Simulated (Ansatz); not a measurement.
## Relativistic treatment of KI

```xyz
2
Lattice="0.0000 3.5246 3.5246 3.5246 0.0000 3.5246 3.5246 3.5246 0.0000" Properties=species:S:1:pos:R:3 pbc="T T T"
K     0.0000    0.0000    0.0000
I     3.5246    3.5246    3.5246
```

Atoms are numbered in the order listed.

The cell is COD entry 9009735, as deposited and not checked against the literature; nothing was relaxed.

One fixed cell is solved with PBE by frozen-core PAW in Ansatz 0.2.0 under different relativistic treatments. Pressure is positive in compression.

Settings: a Γ-centred 8×8×8 k mesh, Fermi–Dirac smearing of 0.01 eV, cutoff 420 eV, no spin polarisation.

```tsv
setting	P (GPa)	gap over the k mesh and a high-symmetry path (eV)	lowest level at Γ above −25 eV, from the valence-band top or, without a gap, the Fermi level (eV)
scalar-relativistic	0.68	?	-11.97
with spin–orbit coupling	0.69	3.66	?
```

(1) What belongs in the row "with spin–orbit coupling", column "lowest level at Γ above −25 eV, from the valence-band top or, without a gap, the Fermi level (eV)"?

(2) Fill in "gap over the k mesh and a high-symmetry path (eV)" for the row "scalar-relativistic".

## Answers

(1) -12.47.

(2) 3.98.
